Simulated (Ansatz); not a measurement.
## PbO2 in Ansatz: the effect of functional

The system is PbO2.

```xyz
3
Lattice="0.0000 2.7550 2.7550 2.7550 0.0000 2.7550 2.7550 2.7550 0.0000" Properties=species:S:1:pos:R:3 pbc="T T T"
Pb    0.0000    0.0000    0.0000
O     4.1325    4.1325    4.1325
O     1.3775    1.3775    1.3775
```

The cell comes from a database or a generator and needn't be the stable form of this composition.

The cell isn't the ideal one: volume scaled by 1.06.

Alike in all runs:

```yaml
Program: Ansatz 0.2.0
Task: single point
Potentials_or_basis: Ansatz PAW
k_mesh: 9 × 9 × 9
Occupations: fermi-dirac, width 0.05 eV
Spin: no spin polarisation
```

| functional | cutoff | pressure (GPa) |
| --- | --- | --- |
| LDA | 420 eV (not typed: the program's choice for these potentials) | -15.9 |
| PBEsol | 420 eV (not typed: the program's choice for these potentials) | ? |
| r2SCAN | 500 eV (not typed: the program's choice for these potentials) | -13.0 |

**Question.** What does the run with functional PBEsol give?

**Answer.** Pressure -11.9 GPa.

Caveats: the PAW data sets come from PBE, with cores solved anew for the run's functional, which leaves a small shift of forces and pressure.
